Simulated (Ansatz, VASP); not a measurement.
# Two plane-wave programs on AlGaN2

```
Al Ga N
1.0
     3.14088    0.00000    0.00000
     0.00000    3.14088    0.00000
     0.00000    0.00000    4.42384
Al Ga N
1 1 2
Direct
  0.50000 0.50000 0.50000
  0.00000 0.00000 0.00000
  0.50000 0.00000 0.73826
  0.00000 0.50000 0.26174
```

The cell comes from a database or a generator and needn't be the stable form of this composition.

Alike in both runs: task single point; functional LDA; k mesh 8 × 8 × 6; occupations gaussian, width 0.05 eV; no spin polarisation.

|  | VASP | Ansatz |
| --- | --- | --- |
| version | VASP 6.6.1 | Ansatz 0.2.0 |
| potentials or method | VASP PAW LDA potentials, release 64 (Al, Ga_d, N) | scalar-relativistic, plane waves, PAW |
| plane-wave cutoff (eV) | 520 | 420 |
| valence electrons in the cell | 26 | 26 |

VASP gave:

| Quantity | Value |
| --- | --- |
| gap on the k mesh at the Fermi level (eV) | 2.87 |
| least direct gap on the mesh (eV) | 2.87 |
| pressure (GPa) | -4.2 |
| largest component of the traceless stress (GPa) | 0.12 |
| rms of the force components (eV/Å) | 0.069 |

Task: Which values does Ansatz return?

Result: gap on the k mesh at the Fermi level (eV): 2.86; least direct gap on the mesh (eV): 2.86; pressure (GPa): -5.0; largest component of the traceless stress (GPa): 0.14; rms of the force components (eV/Å): 0.080.

Atom by atom the forces differ by 0.011 eV/Å (rms over components).

A k mesh can miss the band edges.
